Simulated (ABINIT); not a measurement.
# CuO (Cccm) in ABINIT: reference runs, part 2 of 2

ABINIT 10.8.3 (patched build). The steps go on from the part before.

## 3. Single point, PBE (atoms moved at random, drawn with an rms of 0.05 Å)

File run.abi:

```
# Pseudopotentials
pp_dirpath "./"
pseudos "Cu.GGA_PBE-JTH.xml, O.GGA_PBE-JTH.xml"

# Structure
acell 3*1.0 Angstrom
rprim
     1.9909680000    -2.1535500000     0.0000000000
     1.9909680000     2.1535500000     0.0000000000
     0.0000000000     0.0000000000     5.1559280000
ntypat 2
znucl 29 8
natom 4
typat 1 1 2 2
xcart
     1.8566275147    -2.0727020768    -0.0301944614
     1.8317995411     1.9962542708     4.8091134721
     3.7678509872     0.0525591384     2.4565469413
     3.7960425323    -0.0328092740     7.2231406879
chkprim 0
chksymtnons 0
tolsym 1.0e-6

# Plane-wave basis
ecut 707.496042 eV
pawecutdg 48.0
pawxcdev 0

# k points
kptopt 1
ngkpt 9 9 5
nshiftk 1
shiftk 0.0 0.0 0.0

# Exchange and correlation
ixc 11

# Bands and occupations
nband 30
occopt 3
tsmear 0.00183747

# SCF cycle
nstep 100
tolvrs 1.0e-9

# Output
iomode 3
prtwf 0
prtden 0
prteig 0
prtebands 0
enunit 2
```

Potentials or basis: JTH PAW PBE v2.0.

The run is started by

```
$ mpirun --bind-to none -np 4 abinit run.abi > log 2>&1
```

run.abo:

```text
.Version 10.8.3 of ABINIT
 Symmetries : space group P1 (#  1); Bravais aP (primitive triclinic)
================================================================================
 Values of the parameters that define the memory need of the present run
     intxc =       0    ionmov =       0      iscf =      17    lmnmax =      18
     lnmax =       6     mgfft =      48  mpssoang =       3    mqgrid =    3039
     natom =       4  nloc_mem =       2    nspden =       1   nspinor =       1
    nsppol =       1      nsym =       1    n1xccc =       1    ntypat =       2
    occopt =       3   xclevel =       2
       mpw =        1920          nfft =       34992          nkpt =         203
Pmy_natom=         1
 PAW method is used; the additional fine FFT grid is defined by:
   mgfftf=        64    nfftf =     82944
================================================================================
================================================================================

--------------------------------------------------------------------------------
------------- Echo of variables that govern the present computation ------------
--------------------------------------------------------------------------------
 -outvars: echo values of preprocessed input variables --------
            acell      1.8897261259E+00  1.8897261259E+00  1.8897261259E+00 Bohr
              amu      6.35460000E+01  1.59994000E+01
          chkprim           0
      chksymtnons           0
[... 274 lines left out ...]
Total energy        : -3.46042572358176E+03
Total energy DC     : -3.46042572079823E+03
Total energy (eV)   : -9.41629809399116E+04
Total energy DC (eV): -9.41629808641677E+04
...

 Cartesian components of stress tensor (hartree/bohr^3)
  sigma(1 1)= -6.84722417E-05  sigma(3 2)= -1.38382026E-05
  sigma(2 2)= -3.38186894E-05  sigma(3 1)=  3.23243277E-05
  sigma(3 3)= -5.08436162E-05  sigma(2 1)=  3.22046108E-05

-Cartesian components of stress tensor (GPa)         [Pressure=  1.5018E+00 GPa]
- sigma(1 1)= -2.01452290E+00  sigma(3 2)= -4.07133976E-01
- sigma(2 2)= -9.94980193E-01  sigma(3 1)=  9.51014553E-01
- sigma(3 3)= -1.49587083E+00  sigma(2 1)=  9.47492362E-01

== END DATASET(S) ==============================================================
================================================================================

 -outvars: echo values of variables after computation  --------
            acell      1.8897261259E+00  1.8897261259E+00  1.8897261259E+00 Bohr
           etotal     -4.2815512682E+02
            fcart      5.6142040752E-03  6.0614400935E-03 -1.8580286543E-03
                       3.7406548405E-03  1.4533541021E-03  5.0816769355E-03
                      -3.5594669467E-03 -6.0932058577E-03 -1.0275544768E-02
                      -5.7953919690E-03 -1.4215883379E-03  7.0518964868E-03
            rprim      1.9909680000E+00 -2.1535500000E+00  0.0000000000E+00
                       1.9909680000E+00  2.1535500000E+00  0.0000000000E+00
                       0.0000000000E+00  0.0000000000E+00  5.1559280000E+00
           strten     -6.8472241703E-05 -3.3818689368E-05 -5.0843616246E-05
                      -1.3838202562E-05  3.2324327660E-05  3.2204610795E-05
           xangst      9.8248496925E-01 -1.0968267033E+00 -1.5978220858E-02
                       9.6934657144E-01  1.0563722666E+00  2.5448732524E+00
                       1.9938608752E+00  2.7813098247E-02  1.2999486580E+00
                       2.0087791983E+00 -1.7361920095E-02  3.8223214406E+00
             xred      5.0139099965E-01 -7.9199999942E-03 -3.0989999972E-03
                      -1.8269999938E-03  4.8869899966E-01  4.9358199966E-01
                       4.9426899966E-01  5.0718399966E-01  2.5212699983E-01
                       5.0850399965E-01  5.0044199965E-01  7.4134499950E-01
 Calculation completed.
```

Wall time 2.7 min (4 MPI ranks of Arm Neoverse V1, shared host); peak memory 0.64 GiB.

Results:

```
Free energy                                           : -11650.6945 eV
Pressure                                              : 1.5 GPa
Largest force                                         : 0.641 eV/Å
Band gap on the k mesh                                : none (metal or under the smearing width)
Valence electrons inside the program's atomic spheres : Cu 17.29, 17.31; O 4.51
```

Forces in eV/Å, atoms in the order of the input:
```
Cu   0.289  0.312 -0.096
Cu   0.192  0.075  0.261
O   -0.183 -0.313 -0.528
O   -0.298 -0.073  0.363
```

Levels at points of the mesh, in eV from the Fermi level:
```tsv
k point	band 22	band 23	band 24	band 25	band 26	band 27	band 28	band 29
(0.00, 0.00, 0.00)	-2.30	-2.23	-1.87	0.57	0.80	1.41	6.10	7.28
```

Caveat: the run has no spin polarisation, though such a crystal can be magnetic; semilocal functionals often make such compounds metallic where correlation or magnetic order opens a gap, which also shifts bond lengths.
